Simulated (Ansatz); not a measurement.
# Ge (Fd-3m) in Ansatz: notebook

One crystal, Ge, is run at these levels: PBE+D4; tasks: single point, equation of state.

Everything below comes from runs of Ansatz 0.2.0. Logs are shortened: lines on timing, memory, paths and dates and some standing lists are left out, and cuts for length are marked.

**1. Starting point**

Symmetry: Fd-3m, No. 227, cubic system. Conventional cell: a = 5.658 Å, b = 5.658 Å, c = 5.658 Å, α = 90.00°, β = 90.00°, γ = 90.00°. Ge (site symmetry -43m) has 4 Ge at 2.45 Å as nearest neighbours.

**2. Single point, PBE+D4, collinear spin, ferromagnetic start, 21.28 Å³/atom (volume scaled by 0.94)**

input.yaml

```yaml
crystal:
  lattice:
    - [0.0, 2.7711609388, 2.7711609388]
    - [2.7711609388, 0.0, 2.7711609388]
    - [2.7711609388, 2.7711609388, 0.0]
  atoms:
    - { symbol: Ge, position: [0.75, 0.75, 0.75], spin: 1.0 }
    - { symbol: Ge, position: [0.5, 0.5, 0.5] }
kpoints:
  mp_grid: { grid: [8, 8, 8] }
scf:
  occupations: { method: fermi_dirac, width: 0.1 }
hamiltonian:
  xc: pbe
  dispersion: d4
  pseudopotentials: { kind: all_electron, lapw: { basis_error: 0.001 } }
magnetization:
  spin_polarized: true
  initial_magnetization: 1.0
  spin_locking: { lock_magnetization: hard }
output:
  forces: true
  stress: true
  eigenvalues: true
```

Potentials or basis: all-electron LAPW, scalar-relativistic.

Started as:

```bash
$ ansatz run input.yaml --threads 1 --pin off --max-ram 2560MiB --backend cpu --events-out ev --progress --plain --runs-dir out
```

Log:

```text
Warning: RAYON_NUM_THREADS=1 ignored (pool sized by the plan → 1); use --threads N
LAPW: plane waves up to 9.351 Å⁻¹, error target 1.0e-3 eV per atom; small_component_spin mean_spin; Ge in spheres of 1.200 Å, 22 of its electrons in bands, Dirac shells [] (how accurate: hamiltonian.pseudopotentials.lapw.basis_error, Limitations)
Engine: ansatz 0.2.0, x86_64-unknown-linux-gnu
Pseudopotentials: kind: all_electron
Pseudopotential: Ge, LAPW, valence charge 22, lapw/all_electron/scalar/gaussian/Ge, Koelling and Harmon's equation, gaussian nucleus
Functional definition: PBE
  parameter kappa = 0.804
  parameter beta = 0.06672455060314922
  exchange = pbe_x(kappa = kappa, mu = beta*pi^2/3)
  correlation = pbe_c(beta = beta)
Crystal: 2 atoms, lattice volume = 42.561 Å³
Basis set: ecut = 333.11779016249386 eV, 609 PW (Γ), exchange–correlation at level 2
Bands: 27, of which v1, the nominal top of the filled ones, is band 22 counted from 1 (21 counted from 0)
Symmetry: 24 space group operations
Space group: F-43m (ITA 216), of the structure as read, at distance tolerance 3.5e-5 Å
Magnetic group: BNS 216.74 (UNI 1576), of the structure as read, at distance tolerance 3.5e-5 Å
k-points: 29 of 512 (time reversal used)
Non-local potential: Ge, projectors of the file, none
Initial density: superposition of atomic densities (chi_scale 0.1, normalization cell)
Starting moments: Σ|m| = 1 μB on 1 of 2 sites
Initial wavefunctions: plane waves of lowest kinetic energy (no species holds an atomic orbital)
Functional: x = pbe(κ = 0.804, μ = 0.2195149727645171), c = pbe(β = 0.06672455060314922)
iter 1 solved again at ethr=5.56e-4 eV; its pass at ethr=1.00e-1 eV (dr2=2.45e-1 eV) is discarded
SCF iter   1: F=—  HF=-114231.999201 eV  |F-HF|=—  |Δ(HF+E_count)|=         —  Δρ=1.33e-2 (↑1.33e-2 ↓1.22e-2)  dr2=2.46e-1  dr2_m=6.72e-3  M=1.000 μB ∫|m|=1.001 μB  β_m=0.30  ethr=5.56e-4  ⟨swp⟩=2.6  Hψ=9693  notcnv=0
preconditioner: auto → Kerker (q_TF=auto, 2.743 Å⁻¹)  [metal: Δε(μ)=0.088 eV  Ē_g=24.214 eV  σ=0.100 eV  W_gap=0.21  n_scr=14 (ndim 8)  ℏωp=30.1 eV  f_vac=0.058  D(μ)=1.25/eV (n_scr^D=14)]
spin=Collinear: Kerker preconditioning applied to the charge; magnetization (m = ρ↑ − ρ↓) channel mixes plain (no charge-response kernel on spin).
SCF iter   2: F=—  HF=-114231.988500 eV  |F-HF|=—  |Δ(HF+E_count)|=   1.07e-2  Δρ=1.08e-2 (↑1.08e-2 ↓9.92e-3)  dr2=1.87e-1  dr2_m=4.03e-3  M=1.000 μB ∫|m|=1.000 μB  β_m=0.65  ethr=5.56e-4  ⟨swp⟩=2.0  Hψ=4377  notcnv=0
SCF iter   3: F=—  HF=-114231.982504 eV  |F-HF|=—  |Δ(HF+E_count)|=   6.00e-3  Δρ=3.63e-3 (↑3.55e-3 ↓3.63e-3)  dr2=3.73e-2  dr2_m=1.94e-4  M=1.000 μB ∫|m|=1.000 μB  β_m=0.59  ethr=4.25e-4  ⟨swp⟩=2.0  Hψ=4612  notcnv=0
SCF iter   4: F=—  HF=-114231.967442 eV  |F-HF|=—  |Δ(HF+E_count)|=   1.51e-2  Δρ=1.84e-3 (↑1.51e-3 ↓1.84e-3)  dr2=9.51e-3  dr2_m=3.97e-5  M=1.000 μB ∫|m|=1.000 μB  β_m=0.80  ethr=8.48e-5  ⟨swp⟩=2.0  Hψ=4378  notcnv=0
iter 5 solved again at ethr=1.75e-6 eV; its pass at ethr=2.16e-5 eV (dr2=7.72e-4 eV) is discarded
SCF iter   5: F=—  HF=-114231.966285 eV  |F-HF|=—  |Δ(HF+E_count)|=         —  Δρ=5.92e-4 (↑5.46e-4 ↓5.92e-4)  dr2=7.70e-4  dr2_m=5.40e-6  M=1.000 μB ∫|m|=1.000 μB  β_m=0.90  ethr=1.75e-6  ⟨swp⟩=2.0  Hψ=7591  notcnv=0
the basis was enlarged: its passes take 123.9 KiB over the memory plan, 2 of 2 planned eigensolver slots
SCF iter   6: F=—  HF=-114231.966902 eV  |F-HF|=—  |Δ(HF+E_count)|=   6.17e-4  Δρ=1.73e-4 (↑1.73e-4 ↓1.66e-4)  dr2=4.66e-5  dr2_m=3.35e-7  M=1.000 μB ∫|m|=1.000 μB  β_m=0.95  ethr=1.75e-6  ⟨swp⟩=3.0  Hψ=4615  notcnv=0
SCF iter   7: F=—  HF=-114231.966968 eV  |F-HF|=—  |Δ(HF+E_count)|=   6.59e-5  Δρ=2.18e-5 (↑2.18e-5 ↓2.13e-5)  dr2=5.95e-7  dr2_m=1.92e-8  M=1.000 μB ∫|m|=1.000 μB  β_m=0.92  ethr=1.06e-7  ⟨swp⟩=3.0  Hψ=4632  notcnv=0
SCF iter   8: F=—  HF=-114231.966970 eV  |F-HF|=—  |Δ(HF+E_count)|=   1.89e-6  Δρ=1.04e-5 (↑1.04e-5 ↓8.81e-6)  dr2=1.13e-7  dr2_m=4.18e-9  M=1.000 μB ∫|m|=1.000 μB  β_m=0.92  ethr=1.35e-9  ⟨swp⟩=3.0  Hψ=4632  notcnv=0
SCF iter   9: F=—  HF=-114231.966970 eV  |F-HF|=—  |Δ(HF+E_count)|=   4.92e-7  Δρ=4.73e-6 (↑4.37e-6 ↓4.73e-6)  dr2=2.52e-8  dr2_m=6.19e-10  M=1.000 μB ∫|m|=1.000 μB  β_m=0.96  ethr=2.56e-10  ⟨swp⟩=3.0  Hψ=4634  notcnv=0
SCF iter  10: F=-114231.966970 eV  HF=-114231.966970 eV  |F-HF|=1.05e-9  |Δ(HF+E_count)|=   8.86e-8  Δρ=7.49e-7 (↑7.49e-7 ↓7.10e-7)  dr2=7.38e-10  dr2_m=1.40e-11  M=1.000 μB ∫|m|=1.000 μB  ethr=5.73e-11  ⟨swp⟩=3.0  Hψ=4632  notcnv=0
SCF 1 converged in 10 iterations: F = -114231.966970 eV  dr2 = 7.38e-10
SCF converged after 10 iterations
Stability checked in part: among states of this total moment the steps that led to this state did not find it unstable. No probe was made; neither looks for a lower state of another moment (fixed_total_moment; see scf.lower_state_search)
Magnetization: 1.0000 μB (22.5000 up, 21.5000 down)
Absolute magnetization: 1.0001 μB (∫|ρ↑−ρ↓|)
Spin contamination: 0.0002 ħ² per cell (⟨S²⟩ above its minimum at these occupations)
Per-site moments (μB) at R_I (Å): [(0.2632178514468677, 1.199947867607343), (0.26321676673777894, 1.199947867607343)]
Free energy (F): -114231.966970 eV
Harris-Foulkes:  -114231.966970 eV  (|F-HF|=1.05e-9)
Internal energy: -114231.925903 eV  (E = F + TS)
E sigma→0 (E₀):  -114231.946437 eV
Entropy (-TS):   -0.041066 eV (-20.533 meV/atom)
Fermi energy:    10.754518 (↑ 12.406298, ↓ 9.102738) eV
--- Per-component energies (eV) ---
  E_band       = -2054.483921
  E_kinetic    = 116636.806927
  E_xc         = -4341.651721
  E_electrostatic = -226526.385337  (all electrons and nuclei)
  E_disp       = -0.695772  (pairwise vdW)
  E_smearing   = -0.041066  (= −TS)
  E_closure    = 0.000000  (closes the sum)
  E_atoms      = -114223.599835  (free atoms, spherical and without spin; not in F)
  Σ components = -114231.966970   (vs F -114231.966970, Δ=0.00e0)
  Basis errors (estimates in eV, not in F): energy 4.4e-4 per atom: plane waves 4.1e-4 (2.4e-4 summed), levels above the bands 5.7e-28, relativity 6.7e-8, radial functions 3.0e-5, core shells 3.4e-11; eigenvalues (radial functions only) 5.8e-7; not estimated: angular momenta, meshes, grids; target (lapw.basis_error) 1.0e-3; muffin-tin radii Ge 1.200 Å
--- Forces (eV/Å), atoms counted from 1 ---
  atom   1  Ge     0.00000000    -0.00000000    -0.00000000
  atom   2  Ge    -0.00000000     0.00000000    -0.00000000
  max |Σ_I F_I| component: 3.47e-18 eV/Å
--- Stress (GPa, compression-positive) ---
       10.914829      -0.000000      -0.000000
       -0.000000      10.914829       0.000000
       -0.000000       0.000000      10.914829
  P = ⅓ Tr σ = 10.9148 GPa (109.148 kbar)
--- Band table (eV; the first three rows and the last of 58) ---
  k-point 0 ↑: bands = ["-153.1116", "-153.1083", "-100.2484", "-100.2484", "-100.2484", "-100.2368", "-100.2368", "-100.2368", "-14.2011", "-14.2011", "-14.2011", "-14.1562", "-14.1562", "-13.9085", "-13.9085", "-13.9085", "-13.8865", "-13.8865", "-2.6886", "10.5595", "10.5595", "10.5595", "11.1924", "13.1820", "13.1820", "13.1820", "17.0450"]
  k-point 1 ↑: bands = ["-153.1115", "-153.1084", "-100.2485", "-100.2485", "-100.2482", "-100.2370", "-100.2367", "-100.2367", "-14.2105", "-14.2105", "-14.1982", "-14.1427", "-14.1427", "-13.9204", "-13.9204", "-13.9120", "-13.8767", "-13.8767", "-2.4867", "8.2810", "10.2003", "10.2003", "11.9181", "13.6597", "13.6597", "14.2711", "18.0381"]
  k-point 2 ↑: bands = ["-153.1113", "-153.1086", "-100.2488", "-100.2488", "-100.2478", "-100.2375", "-100.2364", "-100.2364", "-14.2223", "-14.2223", "-14.1910", "-14.1222", "-14.1222", "-13.9355", "-13.9355", "-13.9209", "-13.8657", "-13.8657", "-1.8991", "5.7621", "9.6190", "9.6190", "11.4694", "14.3109", "14.3109", "16.5505", "18.6398"]
  k-point 28 ↓: bands = ["-153.0754", "-153.0754", "-100.2115", "-100.2115", "-100.2043", "-100.2043", "-100.1971", "-100.1971", "-14.1875", "-14.1875", "-14.0237", "-14.0237", "-13.9661", "-13.9661", "-13.9286", "-13.9286", "-13.7675", "-13.7675", "2.0056", "2.0056", "6.8844", "6.8844", "15.6431", "15.6431", "15.8655", "15.8655", "22.5623"]
```

Run time: 25 s. Hardware: 1 thread of Intel Xeon Platinum 8488C (Sapphire Rapids), shared host; peak memory 0.42 GiB.

What came out:

```yaml
Free_energy: -114231.9670 eV
Pressure: 10.9 GPa
Absolute_moment: 1.00 μB per cell
Site_moments: Ge +0.26 μB
```

Caveat: the total moment is fixed, so each spin has its own Fermi level.

**3. Single point, PBE+D4, collinear spin, ferromagnetic start, 21.73 Å³/atom (volume scaled by 0.96)**

input.yaml: that of step 2 with these lines changed.

```diff
@@ -2,5 +2,5 @@
   lattice:
-    - [0.0, 2.7711609388, 2.7711609388]
-    - [2.7711609388, 0.0, 2.7711609388]
-    - [2.7711609388, 2.7711609388, 0.0]
+    - [0.0, 2.7906767997, 2.7906767997]
+    - [2.7906767997, 0.0, 2.7906767997]
+    - [2.7906767997, 2.7906767997, 0.0]
   atoms:
```

Potentials or basis: all-electron LAPW, scalar-relativistic.

Started as:

```bash
$ ansatz run input.yaml --threads 1 --pin off --max-ram 2560MiB --backend cpu --events-out ev --progress --plain --runs-dir out
```

It took 25 s on 1 thread of Intel Xeon Platinum 8488C (Sapphire Rapids), shared host; peak memory 0.42 GiB.

It converged, with:

| Property | Result |
| --- | --- |
| Free energy | -114232.0234 eV |
| Pressure | 9.1 GPa |
| Absolute moment | 1.00 μB per cell |
| Site moments | Ge +0.27 μB |

Caveat: the total moment is fixed, so each spin has its own Fermi level.

**4. Single point, PBE+D4, collinear spin, ferromagnetic start, 22.19 Å³/atom (volume scaled by 0.98)**

input.yaml: that of step 3 with these lines changed.

```diff
@@ -2,5 +2,5 @@
   lattice:
-    - [0.0, 2.7906767997, 2.7906767997]
-    - [2.7906767997, 0.0, 2.7906767997]
-    - [2.7906767997, 2.7906767997, 0.0]
+    - [0.0, 2.8099234548, 2.8099234548]
+    - [2.8099234548, 0.0, 2.8099234548]
+    - [2.8099234548, 2.8099234548, 0.0]
   atoms:
```

Started as:

```bash
$ ansatz run input.yaml --threads 1 --pin off --max-ram 2560MiB --backend cpu --events-out ev --progress --plain --runs-dir out
```

Run time: 24 s. Hardware: 1 thread of Intel Xeon Platinum 8488C (Sapphire Rapids), shared host; peak memory 0.42 GiB.

It converged, with:

```yaml
Free_energy: -114232.0700 eV
Pressure: 7.4 GPa
Absolute_moment: 1.00 μB per cell
Site_moments: Ge +0.27 μB
```

Caveat: the total moment is fixed, so each spin has its own Fermi level.

**5. Single point, PBE+D4, collinear spin, ferromagnetic start, 22.64 Å³/atom**

input.yaml: that of step 4 with these lines changed.

```diff
@@ -2,5 +2,5 @@
   lattice:
-    - [0.0, 2.8099234548, 2.8099234548]
-    - [2.8099234548, 0.0, 2.8099234548]
-    - [2.8099234548, 2.8099234548, 0.0]
+    - [0.0, 2.82891, 2.82891]
+    - [2.82891, 0.0, 2.82891]
+    - [2.82891, 2.82891, 0.0]
   atoms:
```

Started as:

```bash
$ ansatz run input.yaml --threads 1 --pin off --max-ram 2560MiB --backend cpu --events-out ev --progress --plain --runs-dir out
```

Wall time 24 s (1 thread of Intel Xeon Platinum 8488C (Sapphire Rapids), shared host); peak memory 0.42 GiB.

The run converged. Its results:

* Free energy: -114232.1078 eV
* Pressure: 6.0 GPa
* Absolute moment: 1.00 μB per cell
* Site moments: Ge +0.27 μB

Caveat: the total moment is fixed, so each spin has its own Fermi level.

**6. Single point, PBE+D4, collinear spin, ferromagnetic start, 23.09 Å³/atom (volume scaled by 1.02)**

input.yaml: that of step 5 with these lines changed.

```diff
@@ -2,5 +2,5 @@
   lattice:
-    - [0.0, 2.82891, 2.82891]
-    - [2.82891, 0.0, 2.82891]
-    - [2.82891, 2.82891, 0.0]
+    - [0.0, 2.8476450493, 2.8476450493]
+    - [2.8476450493, 0.0, 2.8476450493]
+    - [2.8476450493, 2.8476450493, 0.0]
   atoms:
```

Potentials or basis: all-electron LAPW, scalar-relativistic.

Started as:

```bash
$ ansatz run input.yaml --threads 1 --pin off --max-ram 2560MiB --backend cpu --events-out ev --progress --plain --runs-dir out
```

Wall time 23 s (1 thread of Intel Xeon Platinum 8488C (Sapphire Rapids), shared host); peak memory 0.42 GiB.

It converged, with:

```
Free energy     : -114232.1376 eV
Pressure        : 4.6 GPa
Absolute moment : 1.00 μB per cell
Site moments    : Ge +0.28 μB
```

Caveat: the total moment is fixed, so each spin has its own Fermi level.

**7. Single point, PBE+D4, collinear spin, ferromagnetic start, 23.54 Å³/atom (volume scaled by 1.04)**

input.yaml: that of step 6 with these lines changed.

```diff
@@ -2,5 +2,5 @@
   lattice:
-    - [0.0, 2.8476450493, 2.8476450493]
-    - [2.8476450493, 0.0, 2.8476450493]
-    - [2.8476450493, 2.8476450493, 0.0]
+    - [0.0, 2.8661367691, 2.8661367691]
+    - [2.8661367691, 0.0, 2.8661367691]
+    - [2.8661367691, 2.8661367691, 0.0]
   atoms:
```

Started as:

```bash
$ ansatz run input.yaml --threads 1 --pin off --max-ram 2560MiB --backend cpu --events-out ev --progress --plain --runs-dir out
```

Wall time 24 s (1 thread of Intel Xeon Platinum 8488C (Sapphire Rapids), shared host); peak memory 0.41 GiB.

Results (log left out):

```yaml
Free_energy: -114232.1601 eV
Pressure: 3.4 GPa
Absolute_moment: 1.00 μB per cell
Site_moments: Ge +0.28 μB
```

Caveat: the total moment is fixed, so each spin has its own Fermi level.

**8. Single point, PBE+D4, collinear spin, ferromagnetic start, 24.00 Å³/atom (volume scaled by 1.06)**

input.yaml: that of step 7 with these lines changed.

```diff
@@ -2,5 +2,5 @@
   lattice:
-    - [0.0, 2.8661367691, 2.8661367691]
-    - [2.8661367691, 0.0, 2.8661367691]
-    - [2.8661367691, 2.8661367691, 0.0]
+    - [0.0, 2.8843929095, 2.8843929095]
+    - [2.8843929095, 0.0, 2.8843929095]
+    - [2.8843929095, 2.8843929095, 0.0]
   atoms:
```

Started as:

```bash
$ ansatz run input.yaml --threads 1 --pin off --max-ram 2560MiB --backend cpu --events-out ev --progress --plain --runs-dir out
```

Wall time 24 s (1 thread of Intel Xeon Platinum 8488C (Sapphire Rapids), shared host); peak memory 0.41 GiB.

It converged, with:

* Free energy: -114232.1760 eV
* Pressure: 2.3 GPa
* Absolute moment: 1.00 μB per cell
* Site moments: Ge +0.28 μB

Caveat: the total moment is fixed, so each spin has its own Fermi level.

**9. Equation of state, PBE+D4, collinear spin, ferromagnetic start**

Potentials or basis: all-electron LAPW, scalar-relativistic.

This step only gathers the single runs of the series.

Results:

* Equilibrium volume: 25.08 Å³/atom (rough: see the caveat)
* Bulk modulus: 47 GPa (rough)

Energy against volume, from the lowest point:
```tsv
volume (Å³/atom)	energy (meV/atom)
21.281	104.52
21.733	76.30
22.186	52.99
22.639	34.09
23.092	19.20
23.545	7.95
23.997	0.00
```

Caveat: the minimum lies outside the volumes run; the total moment is fixed, so each spin has its own Fermi level.
